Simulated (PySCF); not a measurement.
# C2H2Cl2 (trans-1,2-dichloroethylene): levels of theory compared

Wanted: a comparison of 4 runs (HF/STO-3G, HF/3-21G, B3LYP/6-31G*, SCS-MP2/def2-SVPD) of C2H2Cl2 (trans-1,2-dichloroethylene). The job is set up through a Python script.

Program for the calculation: PySCF 2.14.0.

## (1) The molecule

C2H2Cl2 has 6 atoms, charge 0, and is taken as a singlet. SMILES: `Cl/C=C/Cl`. The coordinates come from a PBE0-D4/def2-TZVP relaxation.

Bond lengths: Cl1–C2 1.714 Å, C2–C3 1.322 Å, C3–Cl4 1.714 Å, C2–H5 1.082 Å, C3–H6 1.082 Å. Angles: Cl1–C2–C3 121.7°, C2–C3–Cl4 121.7°, Cl1–C2–H5 114.9°, C3–C2–H5 123.4°, C2–C3–H6 123.4°, Cl4–C3–H6 114.9°.

## (2) The energy at HF/STO-3G (run 1)

Input file input.py:

```python
from pyscf import gto

molecule = gto.M(
    atom='''
Cl   1.726250  -0.267740   1.230110
C    0.613530  -0.235150  -0.073010
C   -0.613540   0.235140   0.072990
Cl  -1.726280   0.267740  -1.230080
H    0.994090  -0.624970  -1.007430
H   -0.994050   0.624960   1.007430
''',
    max_memory=1860,
    verbose=3,
    basis='sto-3g',
    spin=0,
)

myscf = molecule.RHF()
myscf.conv_tol = 1e-10
myscf.kernel()
if not myscf.converged:
    myscf = myscf.newton().run(myscf.mo_coeff, myscf.mo_occ)

etot = myscf.e_tot
print('E = %.10f Eh' % etot)
```

On the command line:

```sh
$ OMP_NUM_THREADS=1 python input.py
```

The program printed:

```text
converged SCF energy = -985.072780909788
E = -985.0727809098 Eh
```

Run time: 0.87 s. Hardware: 1 thread of Arm Neoverse V1, shared host; peak memory 0.12 GiB.

## (3) A single-point energy at HF/3-21G (run 2)

Input file run.py:

```python
from pyscf import gto

mol = gto.M(
    atom='''
Cl       1.726250      -0.267740       1.230110
C        0.613530      -0.235150      -0.073010
C       -0.613540       0.235140       0.072990
Cl      -1.726280       0.267740      -1.230080
H        0.994090      -0.624970      -1.007430
H       -0.994050       0.624960       1.007430
''',
    spin=0,
    max_memory=1860,
    verbose=3,
    basis='3-21g',
    charge=0,
)

mf = mol.RHF()
mf.conv_tol = 1e-10
mf.kernel()
if not mf.converged:
    mf = mf.newton().run(mf.mo_coeff, mf.mo_occ)

e_tot = mf.e_tot
print('Final energy', e_tot)
```

On the command line:

```sh
$ OMP_NUM_THREADS=1 python run.py
```

The program printed:

```text
converged SCF energy = -991.012411705961
Final energy -991.0124117059612
```

Run time: 0.91 s. Hardware: 1 thread of Arm Neoverse V1, shared host; peak memory 0.12 GiB.

Run 3 isn't shown in full; the table further down has it.

## (4) The energy at SCS-MP2/def2-SVPD (run 4)

Input file calc.py:

```python
from pyscf import gto, scf, mp

mol = gto.M(
    atom='''
Cl     1.726250    -0.267740     1.230110
C      0.613530    -0.235150    -0.073010
C     -0.613540     0.235140     0.072990
Cl    -1.726280     0.267740    -1.230080
H      0.994090    -0.624970    -1.007430
H     -0.994050     0.624960     1.007430
''',
    charge=0,
    basis='def2-svpd',
    max_memory=1860,
    spin=0,
    verbose=3,
)

myscf = scf.RHF(mol)
myscf.conv_tol = 1e-10
myscf.kernel()
if not myscf.converged:
    myscf = myscf.newton().run(myscf.mo_coeff, myscf.mo_occ)

pt = mp.MP2(myscf, frozen=12).run()
etot = myscf.e_tot + 1.2 * pt.e_corr_os + pt.e_corr_ss / 3
print(f'total energy: {etot:.8f} hartree')
```

On the command line:

```sh
$ OMP_NUM_THREADS=1 python calc.py
```

The program printed:

```text
converged SCF energy = -995.530900571239
E(RMP2) = -996.096244691772  E_corr = -0.565344120532351
E(SCS-RMP2) = -996.081583533465  E_corr = -0.55068296222597
total energy: -996.08158353 hartree
```

Wall time 3.6 s (1 thread of Arm Neoverse V1, shared host); peak memory 0.31 GiB.

## (5) All runs side by side

| run | level | integration grid | frozen core orbitals | energy (Eh) | dipole moment (D) of the reference | HOMO energy (eV) | LUMO energy (eV) | wall time |
| --- | --- | --- | --- | --- | --- | --- | --- | --- |
| 1 | HF/STO-3G | – | – | -985.072781 | 0.00 | -8.90 | 6.86 | 0.87 s |
| 2 | HF/3-21G | – | – | -991.012412 | 0.00 | -10.21 | 3.62 | 0.91 s |
| 3 | B3LYP/6-31G* (spherical functions) | 5 | – | -997.769141 | 0.00 | -6.98 | -0.42 | 11 s |
| 4 | SCS-MP2/def2-SVPD | – | 12 | -996.081584 | 0.00 | -10.07 | 2.87 | 3.6 s |

## (6) What came out

| quantity | value |
| --- | --- |
| run 4: total energy | -996.08158 Eh |
| run 4: dipole moment (Hartree–Fock density) | 0.00 D |
| run 4: HOMO energy (Hartree–Fock orbitals) | -10.07 eV |
| run 4: LUMO energy (Hartree–Fock orbitals) | 2.87 eV |
| run 4: HOMO–LUMO gap (Hartree–Fock orbitals) | 12.94 eV |
| run 4: correlation energy (12 core orbitals frozen) | -550.7 mEh |

**Reading.** Over runs 1, 2, 3 the HOMO–LUMO gap runs from 6.55 eV (B3LYP/6-31G*) to 15.75 eV (HF/STO-3G). The two ends differ in method and basis. In run 1 the basis is minimal, so the values are rough. All runs together took 17 s, the longest 11 s.
